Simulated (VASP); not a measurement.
Set up this calculation in VASP 6.6.1, as the native input.

| Quantity | Value |
| --- | --- |
| Task | single point |
| Functional | PBE |
| Dispersion | D3(BJ) |
| Potentials or basis | VASP PAW PBE potentials, release 64 (C, H, Cl) |
| Cutoff | 520 eV |
| k mesh | 1 × 1 × 1 |
| Occupations | fermi-dirac, width 0.02 eV |
| Spin | no spin polarisation |
| Dipole correction | no |
| Further INCAR settings | LREAL = Auto; ALGO = Normal; EDIFF = 1e-06; NBANDS = 48 |

The structure of H5C2Cl lies in POSCAR:

```
H5C2Cl
1.0
    7.5995610000      0.0000000000      0.0000000000
    0.0000000000      7.5995610000      0.0000000000
    0.0000000000      0.0000000000      7.5995610000
C H Cl
6 15 3
Direct
    0.9527260851      0.0809388858      0.2076698904
    0.8587601310      0.0273700020      0.0701619475
    0.3064782295      0.1737995129      0.8058360213
    0.2169072661      0.0342388198      0.7813740820
    0.8165998010      0.7041985715      0.6164435025
    0.6764074925      0.6287468447      0.6914478349
    0.9234612368      0.0513055952      0.3579680458
    1.0559952081      0.1849975281      0.1922216296
    0.7624387777     -0.0821231647      0.0604508603
    0.8967491675      0.0760965008     -0.0557005859
    0.2722788856      0.2973724403      0.7202784477
    0.4031680251      0.1981167070      0.9114605436
    0.1210333071      0.0308702042      0.6787102571
    0.2254603917     -0.0942817618      0.8568126501
    0.8034937808      0.8414301826      0.5828362980
    0.9328433577      0.6240360463      0.5800992978
    0.5738884128      0.7222917219      0.6969086767
    0.6531956254      0.4853306658      0.6949348785
    0.2143018524      0.8880249793      0.3176630861
   -0.0583717928      0.6007189099      0.8955912059
    0.7470826275      0.3393090732      0.1339814234
    0.3772059991      0.8689580885      0.3177288793
    0.0937422570      0.6218253923      0.9725693366
    0.5966134096      0.4016021452      0.1548510499
```

The cell was built by a generator and needn't be a form met in nature.

One way to write it, as run:

INCAR

```
  PREC = Accurate
  ENCUT = 520
  EDIFF = 1E-6
  ISMEAR = -1
  SIGMA = 0.02
  LREAL = Auto
  LASPH = True
  NELM = 100
  ALGO = Normal
  ISIF = 2
  LWAVE = False
  LCHARG = False
  GGA = PE
  IVDW = 12
  NBANDS = 48
```

KPOINTS

```
regular mesh
0
Gamma
  1 1 1
```

Potentials or basis: VASP PAW PBE potentials, release 64 (C, H, Cl).

Launch:

```console
$ cat potpaw_PBE.64/C/POTCAR potpaw_PBE.64/H/POTCAR potpaw_PBE.64/Cl/POTCAR > POTCAR
$ mpirun -np 1 vasp_gam > vasp.out
```

It gave:

| Quantity | Value |
| --- | --- |
| Pressure | 0.2 GPa |
| Largest force | 5.268 eV/Å |
| Band gap on the k mesh | 4.94 eV, direct |
| Dispersion energy per atom | -0.039 eV |

It took 36 s on 1 thread of Intel(R) Xeon(R) 6975P-C (Granite Rapids) (shared host), peak memory 0.43 GiB.
